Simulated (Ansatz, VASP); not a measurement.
**Two plane-wave programs on MgO**

The input INCAR:

```
PREC = Accurate
ENCUT = 520
EDIFF = 1E-7
ISMEAR = -1
SIGMA = 0.02
LREAL = False
LASPH = True
NELM = 100
ALGO = Normal
ISIF = 2
LWAVE = False
LCHARG = False
GGA = PE
NBANDS = 11
```

Contents of KPOINTS:

```
Automatic mesh
0
Gamma
  10 10 10
```

The input POSCAR:

```
MgO
1.0
    0.0000000000      2.1021674167      2.1652324392
    2.1021674167      0.0000000000      2.1652324392
    2.1021674167      2.1021674167      0.0000000000
Mg O
1 1
Direct
    0.0000000000      0.0000000000      0.0000000000
    0.5000000000      0.5000000000      0.5000000000
```

Input for Ansatz:

```yaml
crystal:
  lattice:
    - [0.0, 2.1021674167, 2.1652324392]
    - [2.1021674167, 0.0, 2.1652324392]
    - [2.1021674167, 2.1021674167, 0.0]
  atoms:
    - { symbol: Mg, position: [0.0, 0.0, 0.0] }
    - { symbol: O, position: [0.5, 0.5, 0.5] }
kpoints:
  mp_grid: { grid: [10, 10, 10] }
  band_path:
    path:
      - [0.0, 0.0, 0.0]
      - [0.5, 0.0, 0.5]
      - [0.625, 0.25, 0.625]
      - [0.375, 0.375, 0.75]
      - [0.5, 0.5, 0.5]
      - [0.5, 0.25, 0.75]
    npoints: 1
hamiltonian:
  xc: pbe
scf:
  occupations: { method: fermi_dirac, width: 0.02 }
  n_extra_bands: 4
output:
  forces: true
  stress: true
  eigenvalues: true
```

Change from the starting cell: uniaxial_z strain +3.0%.

Alike in both runs: task single point; functional PBE; k mesh 10 × 10 × 10; occupations fermi-dirac, width 0.02 eV; no spin polarisation.

|  | VASP | Ansatz |
| --- | --- | --- |
| version | VASP 6.6.1 | Ansatz 0.2.0 |
| potentials or method | VASP PAW PBE potentials, release 64 (Mg, O) | plane waves, PAW |
| plane-wave cutoff (eV) | 520 | 420 |
| valence electrons in the cell | 8 | 16 |

|  | VASP | Ansatz | Ansatz less VASP |
| --- | --- | --- | --- |
| gap on the k mesh at the Fermi level (eV) | 4.45 | 4.47 | +0.018 |
| pressure (GPa) | 0.4 | 1.1 | +0.74 |
| largest component of the traceless stress (GPa) | 3.45 | 3.43 | -0.020 |

With one functional, cell and mesh, what is left measures potentials, basis and numerics. The two sets of potentials don't hold the same shells in valence.
